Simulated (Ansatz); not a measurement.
A single-point run of Ansatz (plane waves, PAW) on GaSb built on the zincblende prototype, with the lines that name the functional removed. The cell was relaxed with r2SCAN and then strained (epitaxial -4.0 % in the plane normal to [111], free normal strain +1.87 %), with the atoms relaxed again with r2SCAN; k points keep the names of the unstrained zone.

```
Ga Sb
1.0
     0.11997    3.06321    3.06321
     3.06321    0.11997    3.06321
     3.06321    3.06321    0.11997
Ga Sb
1 1
Cartesian
  0.0177 0.0177 0.0177
  1.5439 1.5439 1.5439
```

```
scf.n_extra_bands = 8 over 28 filled bands (N_el = 28.0): the run solves 36 bands
Pseudopotential: Ga, paw_fr, valence charge 13, recommended cutoff 500 eV
Pseudopotential: Sb, paw_fr, valence charge 15, recommended cutoff 500 eV
Crystal: 2 atoms, lattice volume = 54.111 Å³
Basis set: ecut = 500 eV, 1381 PW (Γ)
Symmetry: 6 space group operations + 6 with time reversal
Magnetic group: BNS 160.66 (UNI 1296)
k-points: 65 of 512 (time reversal used)
SCF converged after 7 iterations
Free energy (F): -10276.509458 eV
Internal energy: -10276.509442 eV  (E = F + TS)
E sigma→0 (E₀):  -10276.509450 eV
Entropy (-TS):   -0.000016 eV (-0.008 meV/atom)
Fermi energy:    8.796332 eV
--- Per-component energies (eV) ---
  E_band       = -261.598297
  E_kinetic    = 323.296845
  E_local      = -3839.968608
  E_nonlocal   = 790.865154
  E_hartree    = 1775.177344
  E_xc         = -190.292785
  E_vxc        = -163.008665
  E_paw        = -6593.570864
  E_vpaw       = -933.242701
  E_vtau       = 10.110729
  E_ewald      = -2541.895081
  E_core_change = -0.121407
  E_smearing   = -0.000016
--- Forces (eV/Å), atoms counted from 1 ---
  atom   1  Ga      0.00673      0.00673      0.00673
  atom   2  Sb    -0.00675    -0.00675    -0.00675
--- Stress (GPa, compression-positive) ---
        3.938809      -1.967741      -1.967741
       -1.967741       3.938809      -1.967741
       -1.967741      -1.967741       3.938809
  P = ⅓ Tr σ = 3.9388 GPa (39.388 kbar)
--- Band table (eV; the first three rows and the last of 65) ---
  k-point 0: bands = […, -4.0531, -4.0531, 7.6609, 7.6609, 8.4182, 8.4182, 8.7176, 8.7176, 9.0169, 9.0169, 11.1053, 11.1053, 11.4066, 11.4066, …]
  k-point 1: bands = […, -3.8656, -3.8652, 6.3843, 6.4463, 7.5536, 7.6691, 8.2246, 8.2439, 9.6111, 9.6322, 11.4113, 11.4311, 11.8447, 11.8574, …]
  k-point 2: bands = […, -3.3277, -3.3271, 4.1683, 4.1823, 7.0779, 7.1244, 7.6669, 7.6766, 9.3388, 9.3678, 11.9659, 12.0008, 12.3448, 12.3589, …]
  k-point 64: bands = […, -2.4153, -2.4153, 1.3075, 1.3075, 7.0717, 7.0717, 7.4947, 7.4947, 9.7468, 9.7468, 12.5067, 12.5067, 12.6218, 12.6218, …]
```

Levels at the listed points, from bands.tsv (eV from the Fermi energy, bands near the gap, counted from 0):
```tsv
# k_distance	band_18	band_19	band_20	band_21	band_22	band_23	band_24	band_25	band_26	band_27	band_28	band_29	band_30	band_31	band_32	band_33	band_34	band_35
# fermi_ev = 8.796332
# [0, 0, 0] at k_distance = 0.000000
# [-0.5, -0.5, 0] at k_distance = 1.047292
# [-0.375, -0.375, 0.25] at k_distance = 1.410321
# [-0.375, 0, 0.375] at k_distance = 2.055782
# [0, 0, 0.5] at k_distance = 2.701244
# [-0.5, -0.25, 0.25] at k_distance = 3.427301
# levels_relative_to = fermi_ev
0.000	-15.880	-15.880	-12.849	-12.849	-1.135	-1.135	-0.378	-0.378	-0.079	-0.079	0.221	0.221	2.309	2.309	2.610	2.610	2.721	2.721
1.047	-15.872	-15.872	-9.995	-9.995	-7.813	-7.813	-3.669	-3.669	-3.150	-3.150	0.369	0.369	1.069	1.069	8.837	8.837	9.085	9.085
1.410	-15.874	-15.869	-10.142	-10.140	-7.643	-7.538	-4.729	-4.530	-2.774	-2.756	1.371	1.390	3.258	3.369	6.658	6.791	6.922	6.953
2.056	-15.874	-15.867	-10.009	-10.004	-7.653	-7.546	-4.602	-4.398	-3.190	-3.165	0.796	0.813	4.188	4.327	6.162	6.276	7.351	7.507
2.701	-15.869	-15.869	-10.883	-10.883	-7.353	-7.353	-2.169	-2.169	-1.671	-1.671	0.101	0.101	3.360	3.360	3.533	3.533	6.307	6.307
3.427	-15.874	-15.868	-9.945	-9.938	-7.705	-7.580	-4.464	-4.152	-4.001	-3.956	3.289	3.582	3.903	3.968	4.606	4.690	4.917	4.965
```
In order the rows are Γ, X, U, K, L, W.

Problem. Which functional gave these numbers?
A. PBE+SOC
B. PBE
C. r2SCAN+SOC
D. HSE06+SOC

Solution. C. r2SCAN+SOC. The term E_vtau belongs to a meta-GGA, which reads the kinetic-energy density. There is no exchange loop, so no exact exchange. Each band holds one electron and the count is doubled, so the run is non-collinear with spin-orbit coupling. The r2SCAN+SOC gap is indirect, 0.18 eV (Γ to L), below the direct gap of 0.30 eV at Γ. The log narrows the family; the member has to be judged from the numbers.

It took 8.6 s on 1 × NVIDIA H100 80GB HBM3 with 2 threads of AMD EPYC 7R13 Processor (Zen 3), with other jobs on the host, load about 0.6 per core; peak host memory 1.3 GiB.

Calculated for a static, non-magnetic cell.
